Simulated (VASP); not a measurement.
# Pt (Fm-3m) in VASP: further runs

Runs on Pt. Level: PBE. Tasks: relaxation of cell and atoms.

Everything below comes from runs of VASP 6.6.1. Logs are shortened: lines on timing, memory, paths and dates and some standing lists are left out, and cuts for length are marked.

### Step 1. The structure

It takes space group Fm-3m (No. 225, cubic). Conventional cell: a = 3.922 Å, b = 3.922 Å, c = 3.922 Å, α = 90.00°, β = 90.00°, γ = 90.00°. Around Pt (site symmetry m-3m) lie 12 Pt at 2.77 Å.

### Step 2. Relaxation of cell and atoms, PBE

Contents of INCAR:

```
SYSTEM = Pt
  PREC = Accurate
  ENCUT = 520
  EDIFF = 1E-6
  ISMEAR = 0
  SIGMA = 0.1
  LREAL = .FALSE.
  LASPH = .TRUE.
  NELM = 120
  ALGO = Normal
  ISIF = 3
  LWAVE = .FALSE.
  LCHARG = .FALSE.
  GGA = PE
  IBRION = 2
  NSW = 90
  EDIFFG = -0.01
```

Contents of KPOINTS:

```
regular mesh
0
G
  19 19 19
  0 0 0
```

Contents of POSCAR:

```
Pt
1.0
    0.0000000000      1.9609000000      1.9609000000
    1.9609000000      0.0000000000      1.9609000000
    1.9609000000      1.9609000000      0.0000000000
Pt
1
Direct
    0.0000000000      0.0000000000      0.0000000000
```

Potentials or basis: VASP PAW PBE potentials, release 64 (Pt).

The run is started by

```bash
cat potpaw_PBE.64/Pt/POTCAR > POTCAR
mpirun -np 1 vasp_std > vasp.out
```

OUTCAR:

```text
SYSTEM = Pt
   PREC = Accurate
   ENCUT = 520
   EDIFF = 1E-6
   ISMEAR = 0
   LREAL = .FALSE.
   LASPH = .TRUE.
   NELM = 120
   ISIF = 3
   GGA = PE
   IBRION = 2
   NSW = 90
   EDIFFG = -0.01

 ion  position               nearest neighbor table
   1  0.000  0.000  0.000-

  LATTYP: Found a face centered cubic cell.
 ALAT       =     3.9218000000

  Lattice vectors:

 A1 = (   0.0000000000,   1.9609000000,   1.9609000000)
 A2 = (   1.9609000000,   0.0000000000,   1.9609000000)
 A3 = (   1.9609000000,   1.9609000000,   0.0000000000)

Analysis of symmetry for initial positions (statically):
=====================================================================
 Subroutine PRICEL returns:
 Original cell was already a primitive cell.

 Routine SETGRP: Setting up the symmetry group for a
 face centered cubic supercell.

 Subroutine GETGRP returns: Found 48 space group operations
 (whereof 48 operations were pure point group operations)
 out of a pool of 48 trial point group operations.

The static configuration has the point symmetry O_h .

Analysis of symmetry for dynamics (positions and initial velocities):
=====================================================================
 Subroutine PRICEL returns:
 Original cell was already a primitive cell.

 Routine SETGRP: Setting up the symmetry group for a
 face centered cubic supercell.

 Subroutine GETGRP returns: Found 48 space group operations
 (whereof 48 operations were pure point group operations)
 out of a pool of 48 trial point group operations.

The dynamic configuration has the point symmetry O_h .

 Subroutine INISYM returns: Found 48 space group operations
 (whereof 48 operations are pure point group operations),
 and found     1 'primitive' translations

----------------------------------------------------------------------------------------

                                     Primitive cell

  volume of cell :      15.0798

  direct lattice vectors                    reciprocal lattice vectors
     0.000000000  1.960900000  1.960900000    -0.254984956  0.254984956  0.254984956
     1.960900000  0.000000000  1.960900000     0.254984956 -0.254984956  0.254984956
     1.960900000  1.960900000  0.000000000     0.254984956  0.254984956 -0.254984956

  length of vectors
     2.773131374  2.773131374  2.773131374     0.441646899  0.441646899  0.441646899

  position of ions in fractional coordinates (direct lattice)
     0.000000000  0.000000000  0.000000000

  ion indices of the primitive-cell ions
   primitive index   ion index
                 1           1

----------------------------------------------------------------------------------------

 KPOINTS: regular mesh

Automatic generation of k-mesh.
 Grid dimensions read from file:
 generate k-points for:   19   19   19

 Generating k-lattice:

  Cartesian coordinates                     Fractional coordinates (reciprocal lattice)
    -0.013420261  0.013420261  0.013420261     0.052631579  0.000000000  0.000000000
     0.013420261 -0.013420261  0.013420261     0.000000000  0.052631579  0.000000000
     0.013420261  0.013420261 -0.013420261     0.000000000  0.000000000  0.052631579

  Length of vectors
     0.023244574  0.023244574  0.023244574

  Shift w.r.t. Gamma in fractional coordinates (k-lattice)
     0.000000000  0.000000000  0.000000000

 Subroutine IBZKPT returns following result:
 ===========================================

 Found    220 irreducible k-points:

 Following reciprocal coordinates:
            Coordinates               Weight
  0.000000  0.000000  0.000000      1.000000
  0.052632  0.000000  0.000000      8.000000
  0.105263  0.000000  0.000000      8.000000
  0.157895  0.000000  0.000000      8.000000
  0.210526  0.000000  0.000000      8.000000
  0.263158  0.000000  0.000000      8.000000
[... 16 lines left out ...]
 -0.315789  0.052632  0.000000     24.000000
 -0.263158  0.052632  0.000000     24.000000
 [... further k-points ...]
   k-points           NKPTS =    220   k-points in BZ     NKDIM =    220   number of bands    NBANDS=      9
   number of dos      NEDOS =    301   number of ions     NIONS =      1
   total plane-waves  NPLWV =  13824
   dimension x,y,z NGX =    24 NGY =   24 NGZ =   24
   dimension x,y,z NGXF=    48 NGYF=   48 NGZF=   48
   ions per type =               1
   NGX,Y,Z   is equivalent  to a cutoff of  14.39, 14.39, 14.39 a.u.
   NGXF,Y,Z  is equivalent  to a cutoff of  28.78, 28.78, 28.78 a.u.
 SYSTEM =  Pt
   PREC   = accura    normal or accurate (medium, high low for compatibility)
   ISTART =      0    job   : 0-new  1-cont  2-samecut
   ICHARG =      2    charge: 1-file 2-atom 10-const
   ISPIN  =      1    spin polarized calculation?
   LNONCOLLINEAR =      F non collinear calculations
   LSORBIT =      F    spin-orbit coupling
   LASPH  =      T    aspherical Exc in radial PAW
   ENCUT  =  520.0 eV  38.22 Ry    6.18 a.u.   5.16  5.16  5.16*2*pi/ulx,y,z
   NELM   =    120;   NELMIN=  2; NELMDL= -5     # of ELM steps
   EDIFF  = 0.1E-05   stopping-criterion for ELM
   LREAL  =      F    real-space projection
   EDIFFG = -.1E-01   stopping-criterion for IOM
   NSW    =     90    number of steps for IOM
   IBRION =      2    ionic relax: 0-MD 1-quasi-New 2-CG
   NFREE  =      1    steps in history (QN), initial steepest desc. (CG)
   ISIF   =      3    stress and relaxation
   ISYM   =      2    0-nonsym 1-usesym 2-fastsym
   POTIM  = 0.5000    time-step for ionic-motion
   TEBEG  =    0.0;   TEEND  =   0.0 temperature during run
   PSTRESS=    0.0 pullay stress
   NELECT =      10.0000    total number of electrons
   NUPDOWN=      -1.0000    fix difference up-down
   EMIN   =  10.00;   EMAX   =-10.00  energy-range for DOS
   EFERMI =   0.00;   METHOD = LEGACY
   ISMEAR =     0;   SIGMA  =   0.10  broadening in eV -4-tet -1-fermi 0-gaus
   EFERMI_NEDOS =   21; number of points for ismear=-14 and -15
   IALGO  =     38    algorithm
   IMIX   =      4    mixing-type and parameters
     AMIX     =   0.40;   BMIX     =  1.00
     AMIX_MAG =   1.60;   BMIX_MAG =  1.00
  volume/ion in A,a.u.               =      15.08       101.76
  Fermi-wavevector in a.u.,A,eV,Ry     =   1.427609  2.697791 27.729605  2.038068
  Thomas-Fermi vector in A             =   2.547760
   LORBIT       =      0    0 simple, 1 ext, 2 COOP (PROOUT), +10 PAW based schemes
   GGA     = PE    functional components
   LHFCALC =     F    Hartree Fock is set to
   AEXX    =    0.0000 exact exchange contribution
   IVDW    =     0    specifies the selected vdW correction
   LEPSILON=     F    determine dielectric tensor
   LRPA    =     F    only Hartree local field effects (RPA)
 conjugate gradient relaxation of ions
 non-spin polarized calculation
 Gauss-broadening in eV      SIGMA  =   0.10
  energy-cutoff  :      520.00
  volume of cell :       15.08
 maximum number of plane-waves:       419
 NGX is ok and might be reduce to    24
   NGX = 11   NGY = 11   NGZ = 11

--------------------------------------- Ionic step        1  -------------------------------------------

 number of electron      10.0000000 magnetization

 Free energy of the ion-electron system (eV)
  ---------------------------------------------------
  ext. energy  EPLUGINS =         0.00000000
  ---------------------------------------------------
  free energy    TOTEN  =        -6.08815360 eV

  energy without entropy =       -6.07760626  energy(sigma->0) =       -6.08287993

------------------------ aborting loop because EDIFF is reached ----------------------------------------

  FORCE on cell =-STRESS in cart. coord.  units (eV):
  Direction    XX          YY          ZZ          XY          YZ          ZX
  --------------------------------------------------------------------------------------
  -------------------------------------------------------------------------------------
  Total        0.8929450      0.8929450      0.8929450      0.0000000     -0.0000000      0.0000000
  in kB       94.8721976     94.8721976     94.8721976      0.0000000     -0.0000000      0.0000000
  external PRESSURE =      94.8721976 kB  Pullay stress =       0.0000000 kB
[... 20 lines left out ...]
  energy  without entropy=       -6.0776062567  energy(sigma->0) =       -6.08287993

--------------------------------------- Ionic step        2  -------------------------------------------

 number of electron      10.0000001 magnetization

 E-fermi :   8.9706     XC(G=0): -12.7414

 val. band max:        8.9704797926   @ k =  -0.1579   0.2105   0.0526
 cond. band min:       8.9715917153   @ k =  -0.3684   0.3684   0.1579
 fundamental gap:      0.0011119227
 Fermi energy:         8.9705925959

 k-point     1 :       0.0000    0.0000    0.0000
  band No.  band energies     occupation
      1       0.1251      2.00000
      2       5.9101      2.00000
      3       5.9101      2.00000
      4       5.9101      2.00000
      5       7.6568      2.00000
      6       7.6568      2.00000
      7      23.8950      0.00000
      8      28.1576      0.00000
      9      28.1576      0.00000
[... 343 lines left out ...]
  energy  without entropy=       -6.0919891896  energy(sigma->0) =       -6.09760039

--------------------------------------- Ionic step        4  -------------------------------------------

 number of electron      10.0000002 magnetization

 Free energy of the ion-electron system (eV)
  ---------------------------------------------------
  ext. energy  EPLUGINS =         0.00000000
  ---------------------------------------------------
  free energy    TOTEN  =        -6.10323171 eV

  energy without entropy =       -6.09203081  energy(sigma->0) =       -6.09763126

 E-fermi :  10.5927     XC(G=0): -13.2837

 val. band max:       10.5901976838   @ k =   0.4737   0.3684   0.0526
 cond. band min:      10.5948131229   @ k =   0.4737   0.4737   0.0000
 fundamental gap:      0.0046154391
 Fermi energy:        10.5926668035

 k-point     1 :       0.0000    0.0000    0.0000
  band No.  band energies     occupation
      1       0.7791      2.00000
      2       7.0281      2.00000
      3       7.0281      2.00000
      4       7.0281      2.00000
      5       9.0642      2.00000
      6       9.0642      2.00000
      7      25.3411      0.00000
      8      30.1142      0.00000
      9      30.1142      0.00000
[... 304 lines left out ...]
  FREE ENERGIE OF THE ION-ELECTRON SYSTEM (eV)
  ---------------------------------------------------
  free  energy   TOTEN  =        -6.1032317117 eV

  energy  without entropy=       -6.0920308085  energy(sigma->0) =       -6.09763126

 reached required accuracy - stopping structural energy minimisation
```

Wall time 32 s (1 thread of Intel Xeon Platinum 8488C (Sapphire Rapids), shared host); peak memory 0.17 GiB.

What came out:

* Free energy: -6.1032 eV
* Relaxed volume: 15.61 Å³/atom
* Relaxed cell: a = 2.805 Å, b = 2.805 Å, c = 2.805 Å, α = 60.00°, β = 60.00°, γ = 60.00°
* Space group after relaxing (to 0.05 Å): Fm-3m (No. 225)
* Energy gained by relaxing: 15.1 meV/atom
* Ionic steps: 4
* Pressure after relaxing: 0.0 GPa
* Band gap on the k mesh: none (metal or under the smearing width)

Step by step:
```csv
step,energy change (eV),largest force (eV/Å),pressure (GPa),volume (Å³)
1,0.0000,0.0000,9.49,15.08
2,0.0772,0.0000,-17.74,17.11
3,-0.0151,0.0000,-0.30,15.63
4,-0.0151,0.0000,-0.04,15.61
```

Final structure:
```cif
data_structure
_symmetry_space_group_name_H-M 'P 1'
_symmetry_Int_Tables_number 1
_cell_length_a 2.8054
_cell_length_b 2.8054
_cell_length_c 2.8054
_cell_angle_alpha 60.000
_cell_angle_beta 60.000
_cell_angle_gamma 60.000
_cell_volume 15.61
loop_
_atom_site_label
_atom_site_type_symbol
_atom_site_fract_x
_atom_site_fract_y
_atom_site_fract_z
_atom_site_occupancy
Pt1 Pt 0.00000 0.00000 0.00000 1
```

The run has no spin-orbit coupling, so splittings on Pt are missing. Zero-point motion and thermal expansion aren't in these numbers.

### Step 3. Relaxation of cell and atoms, PBE

This run uses another cell than the first one, of 15.61 Å³/atom, 1.035 times its volume.

INCAR: that of step 2 with these lines changed.

```diff
@@ -3,3 +3,3 @@
   ENCUT = 520
-  EDIFF = 1E-6
+  EDIFF = 1E-7
   ISMEAR = 0
@@ -15,3 +15,4 @@
   IBRION = 2
-  NSW = 90
-  EDIFFG = -0.01
+  NSW = 60
+  EDIFFG = -0.005
+  POTIM = 0.3
```

KPOINTS is that of step 2.

Contents of POSCAR:

```
Pt                                      
1.0
    0.0000000000      1.9837055843      1.9837055843
    1.9837055843     -0.0000000000      1.9837055843
    1.9837055843      1.9837055843      0.0000000000
  Pt            
     1
Direct
     0.0000000000000000    0.0000000000000000    0.0000000000000000
```

Potentials or basis: VASP PAW PBE potentials, release 64 (Pt).

The run is started by

```bash
cat potpaw_PBE.64/Pt/POTCAR > POTCAR
mpirun -np 1 vasp_std > vasp.out
```

It took 13 s on 1 thread of Intel Xeon Platinum 8488C (Sapphire Rapids), shared host; peak memory 0.16 GiB.

The run converged. Its results:

```yaml
Free_energy: -6.1037 eV
Pressure_after_relaxing: 0.0 GPa
Band_gap_on_the_k_mesh: none (metal or under the smearing width)
```

Final structure:
```cif
data_structure
_symmetry_space_group_name_H-M 'P 1'
_symmetry_Int_Tables_number 1
_cell_length_a 2.8054
_cell_length_b 2.8054
_cell_length_c 2.8054
_cell_angle_alpha 60.000
_cell_angle_beta 60.000
_cell_angle_gamma 60.000
_cell_volume 15.61
loop_
_atom_site_label
_atom_site_type_symbol
_atom_site_fract_x
_atom_site_fract_y
_atom_site_fract_z
_atom_site_occupancy
Pt1 Pt 0.00000 0.00000 0.00000 1
```

Levels at points of the mesh, in eV from the Fermi level:
```csv
k point,band 2,band 3,band 4,band 5,band 6,band 7,band 8,band 9
"(0.00, 0.00, 0.00)",-3.56,-3.56,-3.56,-1.53,-1.53,14.75,19.52,19.52
```

Caveat: the relaxation stopped at its first step, so nothing moved. The run has no spin-orbit coupling, so splittings on Pt are missing.
